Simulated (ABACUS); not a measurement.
# Cr (Im-3m) in ABACUS: reference runs, part 2 of 2

ABACUS 3.10.1.

## Step 3: Single point, PBE, collinear spin, ferromagnetic start (cell strained at random at fixed volume)

INPUT reads:

```
INPUT_PARAMETERS
suffix              Cr
calculation         scf
basis_type          pw
pseudo_dir          ./
symmetry            1
dft_functional      pbe
ecutwfc             95
pseudo_rcut         10
nspin               2
nbands              13
ks_solver           dav
smearing_method     fd
smearing_sigma      0.00367493
scf_thr             1e-08
scf_nmax            100
mixing_type         broyden
mixing_beta         0.4
cal_force           1
cal_stress          1
kpar                4
```

STRU reads:

```
ATOMIC_SPECIES
Cr 51.9961 Cr.upf

LATTICE_CONSTANT
1.8897261246

LATTICE_VECTORS
-1.4806240000 1.4726660000 1.4227520000
1.5490710000 -1.4964210000 1.5149530000
1.4669230000 1.4827200000 -1.4465060000

ATOMIC_POSITIONS
Direct

Cr
0.0
1
0.0065450000 -0.0049150000 -0.0232640000 1 1 1 mag 3
```

KPT reads:

```
K_POINTS
0
Gamma
12 12 12 0 0 0
```

Potentials or basis: PseudoDojo NC SR 0.4.1 PBE standard, plane waves.

The run is started by

```
$ OMP_NUM_THREADS=1 mpirun -np 4 abacus > log
```

running log:

```text
ABACUS v3.10.1

               Atomic-orbital Based Ab-initio Computation at UStc

 ------------------------------------------------------------------------------------

 READING GENERAL INFORMATION
                           global_out_dir = OUT.Cr/
                           global_in_card = INPUT
                               pseudo_dir = ./
                              orbital_dir =
                                    DSIZE = 4
                                    GSIZE = 1

 READING UNITCELL INFORMATION
                                    ntype = 1
                  lattice constant (Bohr) = 1.88973
              lattice constant (Angstrom) = 1

 READING ATOM TYPE 1
                               atom label = Cr
                      L=0, number of zeta = 1
                      L=1, number of zeta = 1
                      L=2, number of zeta = 1
             number of atom for this type = 1
               magnetization of element 1 = 3

                        TOTAL ATOM NUMBER = 1
DIRECT COORDINATES
    atom                   x                   y                   z     mag                  vx                  vy                  vz
taud_Cr1            0.0065450000        0.9950850000        0.9767360000  3.0000        0.0000000000        0.0000000000        0.0000000000

                          Volume (Bohr^3) = 88.2985
                             Volume (A^3) = 13.0845

 Lattice vectors: (Cartesian coordinate: in unit of a_0)
             -1.48062            +1.47267            +1.42275
             +1.54907            -1.49642            +1.51495
             +1.46692            +1.48272            -1.44651
 Reciprocal vectors: (Cartesian coordinate: in unit of 2 pi/a_0)
          -0.00624168           +0.341096           +0.343305
             +0.32403         +0.00417776           +0.332886
            +0.333223            +0.33987         -0.00501566
 The esolver type has been set to : ksdft_pw

                PAO radial cut off (Bohr) = 10

 Read in pseudopotential file is Cr.upf
                     pseudopotential type = NC
          exchange-correlation functional = PBE
                 nonlocal core correction = 1
                        valence electrons = 14
                                     lmax = 2
                           number of zeta = 4
[... 5 lines left out ...]
                           L of projector = 2
                           L of projector = 2
     initial pseudo atomic orbital number = 10
 The readin total magnetization is 3

 SETUP THE ELECTRONS NUMBER
            electron number of element Cr = 14
      total electron number of element Cr = 14
            AUTOSET number of electrons:  = 14
                           occupied bands = 7
                                   NBANDS = 13
                                   NLOCAL = 9

%%%%%%%%%%%%%%%%%%%%%%%%%%%%%%%%%%%%%%%%%%%%%%%%%%%%%%%%%%%%%%%%%%%%%%%%%%%%%%%%%%%%%%%%%%%%%%%%%%%%%%%%%%
 Warning: the number of valence electrons in pseudopotential > 6 for Cr: [Ar] 3d5 4s1
 Pseudopotentials with additional electrons can yield (more) accurate outcomes, but may be less efficient.
 If you're confident that your chosen pseudopotential is appropriate, you can safely ignore this warning.
%%%%%%%%%%%%%%%%%%%%%%%%%%%%%%%%%%%%%%%%%%%%%%%%%%%%%%%%%%%%%%%%%%%%%%%%%%%%%%%%%%%%%%%%%%%%%%%%%%%%%%%%%%

 SETUP THE PLANE WAVE BASIS
 energy cutoff for charge/potential (unit:Ry) = 380
            fft grid for charge/potential = [ 30, 32, 30 ]
                        fft grid division = [ 1, 1, 1 ]
        big fft grid for charge/potential = [ 30, 32, 30 ]
                                     nbxx = 28800
                                     nrxx = 28800

 SETUP PLANE WAVES FOR CHARGE/POTENTIAL
                    number of plane waves = 11043
                         number of sticks = 675

 PARALLEL PW FOR CHARGE/POTENTIAL
     PROC   COLUMNS(POT)             PW
        1            675          11043
 --------------- sum -------------------
[... 103 lines left out ...]
      29  0.25000000 -0.16666667  0.00000000  0.0012      33
      30 -0.16666667  0.16666667  0.00000000  0.0012      34
[... 838 further k points ...]

                               nkstot now = 868
[... K-POINTS DIRECT COORDINATES: 868 rows ...]

           k-point number in this process = 217
       minimum distributed K point number = 217
[... stars of the k points ...]
                             nks(nspin=2) = 434
                          nkstot(nspin=2) = 1736

[... K-POINTS CARTESIAN COORDINATES: 434 rows ...]

[... K-POINTS DIRECT COORDINATES: 434 rows ...]

 SETUP PLANE WAVES FOR WAVE FUNCTIONS
     energy cutoff for wavefunc (unit:Ry) = 95
              fft grid for wave functions = [ 30, 32, 30 ]
                    number of plane waves = 2097
                         number of sticks = 219

 PARALLEL PW FOR WAVE FUNCTIONS
     PROC   COLUMNS(POT)             PW
        1            219           2097
 --------------- sum -------------------
        1            219           2097

 SETUP NONLOCAL PSEUDOPOTENTIALS IN PLANE WAVE BASIS
 Cr non-local projectors:
 projector 1 L=0
 projector 2 L=0
 projector 3 L=1
 projector 4 L=1
 projector 5 L=2
 projector 6 L=2
      TOTAL NUMBER OF NONLOCAL PROJECTORS = 18

 Init Non-Local PseudoPotential table :
 Init Non-Local-Pseudopotential done.

                                     npwx = 1405

 Make real space PAO into reciprocal space.
       max mesh points in Pseudopotential = 1001
     dq(describe PAO in reciprocal space) = 0.01
                                    max q = 1174

 number of pseudo atomic orbitals for Cr is 4
WARNING: norm of atomic wavefunction # 3 of atomic type Cr is 0.999954, renormalized
WARNING: norm of atomic wavefunction # 4 of atomic type Cr is 0.999517, renormalized

 -------------------------------------------
 SELF-CONSISTENT
 -------------------------------------------
                                 init_chg = atomic

 PW ALGORITHM --------------- ION=   1  ELEC=   1--------------------------------
          total magnetism (Bohr mag/cell) = 1.04289
       absolute magnetism (Bohr mag/cell) = 1.05651
                        nelec for spin up = 7.52145
                      nelec for spin down = 6.47855
[... 129 lines left out ...]
 Density error is 5.32779210709e-09
                          Error Threshold = 7.08453373952e-10
----------------------------------------------------------
     Energy           Rydberg                 eV
----------------------------------------------------------
 E_KohnSham     -177.9933604349      -2421.7239080827
 E_KS(sigma->0) -177.9931541592      -2421.7211015569
 E_Harris       -177.9935674152      -2421.7267241934
 E_band         -13.0756938108       -177.9039411305
 E_one_elec     -62.8678374294       -855.3608099780
 E_Hartree      38.2329377228        520.1858043097
 E_xc           -26.2539782138       -357.2036988751
 E_Ewald        -127.1040699630      -1729.3395904877
 E_entropy(-TS) -0.0004125515        -0.0056130517
 E_descf        0.0000000000         0.0000000000
 E_exx          0.0000000000         0.0000000000
 E_Fermi        1.2455943709         16.9471808408
----------------------------------------------------------

 charge density convergence is achieved
 final etot is -2421.7239081 eV
 EFERMI = 16.947180841 eV

 STATE ENERGY(eV) AND OCCUPATIONS    NSPIN == 2
SPIN UP :
 1/217 kpoint (Cartesian) = 0.0000 0.0000 0.0000 (1405 pws)
       1       -54.9449    0.000578704
       2       -25.9405    0.000578704
       3       -25.8908    0.000578704
       4       -25.8594    0.000578704
       5        9.50859    0.000578704
       6        15.9897    0.000578704
       7        16.1566    0.000578704
       8        16.5107    0.000578610
       9        17.9292    1.70735e-12
      10        18.0916    6.63331e-14
      11        37.5963        0.00000
      12        38.3119        0.00000
      13        38.9671        0.00000
[... 61 lines left out ...]
 6/217 kpoint (Cartesian) = -0.0026007 0.14212 0.14304 (1369 pws)
       1       -54.8181     0.00115741
       2       -26.4815     0.00115741
       3       -26.1174     0.00115741
       4       -25.9036     0.00115741
       5        13.0597     0.00115741
       6        14.8883     0.00115741
       7        17.2622    2.12079e-06
       8        18.0605    2.47491e-13
       9        18.2349    7.56682e-15
      10        19.1857    4.17210e-23
      11        26.9934        0.00000
      12        32.9039        0.00000
      13        36.2604        0.00000

[... levels at 428 further k points ...]

------------------------------------------------------------------------------------------
 TOTAL-FORCE (eV/Angstrom)
------------------------------------------------------------------------------------------
                       Cr1         0.0000000000         0.0000000000         0.0000000000
------------------------------------------------------------------------------------------

----------------------------------------------------------------
 TOTAL-STRESS (KBAR)
----------------------------------------------------------------
      -284.0331256539         2.8194911141       -28.4127824849
         2.8194911142      -232.7440544638         8.6847643648
       -28.4127824850         8.6847643648      -219.1500241110
----------------------------------------------------------------
 TOTAL-PRESSURE: -245.309068 KBAR

 --------------------------------------------
 !FINAL_ETOT_IS -2421.7239080827102953 eV
 --------------------------------------------
```

Run time: 89 s. Hardware: 4 MPI ranks of Intel Xeon Platinum 8488C (Sapphire Rapids), shared host; peak memory 0.8 GiB.

Results:

| Item | Value |
| --- | --- |
| Free energy | -2421.7239 eV |
| Pressure | -24.5 GPa |
| Band gap on the k mesh | none (metal or under the smearing width) |
| Net moment | 0.00 μB per cell |
| Absolute moment | 0.00 μB per cell |

Caveat: the starting moments collapsed, and a magnetic state may lie lower.
